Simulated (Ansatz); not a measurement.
Crystal: Rb, simple cubic type, 1 atom in the cell.

These are results of PBE, plane waves, PAW datasets (generated soft set 1) in Ansatz 0.2.0 development build, not measurements.

Cutoff 420 eV; k-mesh 24×24×24 Γ-centred; Fermi–Dirac smearing of 0.0612 eV; no spin polarisation.

| V (Å³/atom) | a (Å) | E − E(min) (meV/atom) | P (GPa) |
| --- | --- | --- | --- |
| 93.194 | 4.5338 | 2.48 | 0.14 |
| 95.177 | 4.5657 | 1.03 | 0.09 |
| 97.160 | 4.5972 | 0.22 | 0.04 |
| 99.143 | 4.6283 | 0.00 | 0.00 |
| 101.126 | 4.6589 | 0.30 | -0.04 |
| 103.109 | 4.6892 | 1.09 | -0.08 |
| 105.092 | 4.7191 | 2.30 | -0.12 |

Q: Fit a third-order Birch–Murnaghan equation of state to the energies.

A: V₀ = 98.963 Å³/atom (a₀ = 4.625 Å), B₀ = 2.1 GPa, B₀′ = 3.84.

The published all-electron PBE values for this crystal (mean of FLEUR and WIEN2k, k-spacing 0.06 Å⁻¹; Bosoni et al., Nat. Rev. Phys. 6, 45 (2024)) are V₀ = 98.979 Å³/atom, B₀ = 2.1 GPa, B₀′ = 3.84.

This cubic structure is a model: it isn't the usual form of the substance at ambient conditions, and such phases are metastable or hypothetical.
